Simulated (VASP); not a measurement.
Runs of VASP 6.6.1 on Ir. Symmetry: Im-3m, No. 229, cubic system. The conventional cell has a = 3.051 Å, b = 3.051 Å, c = 3.051 Å, α = 90.00°, β = 90.00°, γ = 90.00°. Ir (site symmetry m-3m) has 8 Ir at 2.64 Å as nearest neighbours. This isn't the form of Ir at room conditions, which is fcc.

| task | level | potentials or basis | cell | k mesh | cutoff (eV) | mesh quality | gap on the mesh (eV) | pressure (GPa) | relaxed volume (Å³/atom) |
| --- | --- | --- | --- | --- | --- | --- | --- | --- | --- |
| relaxation of cell and atoms | LDA | VASP PAW LDA potentials, release 64 (Ir) | relaxed | 20 × 20 × 20 | 600 | not flagged | none | 0.0 | 14.42 |
| relaxation of cell and atoms | PBE | VASP PAW PBE potentials, release 64 (Ir) | relaxed | 20 × 20 × 20 | 600 | not flagged | none | 0.0 | 15.07 |
| relaxation of cell and atoms | PBEsol | VASP PAW PBE potentials, release 64 (Ir) | relaxed | 20 × 20 × 20 | 300 | not flagged | none | 0.0 | (a) |
| relaxation of cell and atoms | RPBE | VASP PAW PBE potentials, release 64 (Ir) | relaxed | 20 × 20 × 20 | 600 | not flagged | none | 0.0 | (b) |
| relaxation of cell and atoms | PBEsol | VASP PAW PBE potentials, release 64 (Ir) | relaxed | 20 × 20 × 20 | 580 | not flagged | none | 0.0 | 14.60 |
| relaxation of cell and atoms | PBE+D3(BJ) | VASP PAW PBE potentials, release 64 (Ir) | relaxed | 20 × 20 × 20 | 600 | not flagged | none | 0.0 | 14.71 |
| relaxation of cell and atoms | PBEsol | VASP PAW PBE potentials, release 64 (Ir) | relaxed | 20 × 20 × 20 | 600 | not flagged | none | 0.0 | 14.60 |
| single point | PBEsol | VASP PAW PBE potentials, release 64 (Ir) | as given | 20 × 20 × 20 | 520 | not flagged | none | 10.1 | - |
| relaxation of cell and atoms | PBEsol | VASP PAW PBE potentials, release 64 (Ir) | relaxed | 8 × 8 × 8 | 600 | coarse | none | 0.0 | 14.60 |

Alike in all rows: no spin polarisation; smearing gaussian 0.1 eV.

Question: Estimate the missing entries.

Answer: (a) 14.56; (b) 15.26.

Caveats: some runs use coarse meshes; the PAW data sets were made with another functional, which shifts forces and pressure a little (some runs); pairwise dispersion overbinds metals, which lowers pressure and volume (some runs).

A k mesh can miss the band edges, and the runs leave out spin-orbit coupling on Ir.

A gap of «none» marks a metal or a gap under the smearing width.
